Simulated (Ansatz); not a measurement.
# MgF2: the band gap up the ladder of functionals

The task here is to estimate one member of a computed series from the others.

Code: Ansatz 0.2.0. PAW datasets, plane waves. Computed at 0 K without zero-point motion; spin polarisation is off.

## The cell

The cell was relaxed beforehand with r2SCAN.

The symmetry is P4_2/mnm (No. 136, tetragonal); conventional cell a = 4.622 Å, c = 3.046 Å, 10.85 Å³ an atom. Near Mg stand 6 F at 1.98–1.99 Å; near F stand 3 Mg at 1.98–1.99 Å.

Coordinates:

```
CELL_PARAMETERS angstrom
4.62202 0.00000 0.00000
0.00000 4.62202 0.00000
0.00000 0.00000 3.04611
ATOMIC_POSITIONS crystal
Mg 0.50000 0.50000 0.50000
Mg 0.00000 0.00000 0.00000
F 0.69705 0.69705 0.00000
F 0.80295 0.19705 0.50000
F 0.30295 0.30295 0.00000
F 0.19705 0.80295 0.50000
```

Set-up of the first run:

input.yaml

```yaml
crystal:
  lattice:
    - [4.6220159513, 0.0, 0.0]
    - [0.0, 4.6220159513, 0.0]
    - [0.0, 0.0, 3.0461118667]
  atoms:
    - { symbol: Mg, position: [0.5, 0.5, 0.5] }
    - { symbol: Mg, position: [0.0, 0.0, 0.0] }
    - { symbol: F, position: [0.6970494155, 0.6970494155, 0.0] }
    - { symbol: F, position: [0.8029505845, 0.1970494155, 0.5] }
    - { symbol: F, position: [0.3029505845, 0.3029505845, 0.0] }
    - { symbol: F, position: [0.1970494155, 0.8029505845, 0.5] }
kpoints:
  mp_grid: { grid: [6, 6, 8] }
  band_path:
    path:
      - [[0.0, 0.0, 0.0], [-1.534110998813e-51, 0.5, 0.0], [0.5, 0.5, 0.0], [0.0, 0.0, 0.0], [0.0, 0.0, 0.5], [-1.534110998813e-51, 0.5, 0.5], [0.5, 0.5, 0.5], [0.0, 0.0, 0.5]]
      - [[-1.534110998813e-51, 0.5, 0.0], [-1.534110998813e-51, 0.5, 0.5]]
      - [[0.5, 0.5, 0.0], [0.5, 0.5, 0.5]]
    npoints: 10
hamiltonian:
  xc: pbe
scf:
  occupations: { method: fermi_dirac, width: 0.02 }
  n_extra_bands: 5
output:
  forces: true
  stress: true
  eigenvalues: true
  write_density: true
  write_potential: true
  elf: true
  volumetric_format: npy
```

Run with:

```bash
> ansatz run input.yaml --threads 4 --pin off --max-ram 6451MiB --backend cpu --events-out ev --progress --plain --runs-dir out
```

Steps of the session up to this table: PBE bands along the symmetry lines; r2SCAN at the same geometry; HSE06 at the same geometry; PBE0.

One of the session's tables, all rows but one given; the rest of the session is left out.

| level | gap (eV) |
| --- | --- |
| PBE | 7.16 |
| r2SCAN | 8.07 |
| HSE06 | ? |
| PBE0 | 10.24 |

**Question.** Estimate the row for HSE06.

The run gave: gap (eV): 9.47. In the column «gap (eV)» it lies between r2SCAN (8.07) and PBE0 (10.24).

Meshes: PBE 6×6×8, r2SCAN 6×6×8, HSE06 4×4×6, PBE0 4×4×6

In words: The gap runs from 7.16 eV (PBE) to 10.24 eV (PBE0). PBE reaches 76 % of the HSE06 value, and r2SCAN 85 %. PBE0 lies 0.77 eV above HSE06, which differs from it by screening the long-range exchange.

Limits of these values: Warnings in the runs' records: stress exchange threshold loose, stress scf threshold loose.
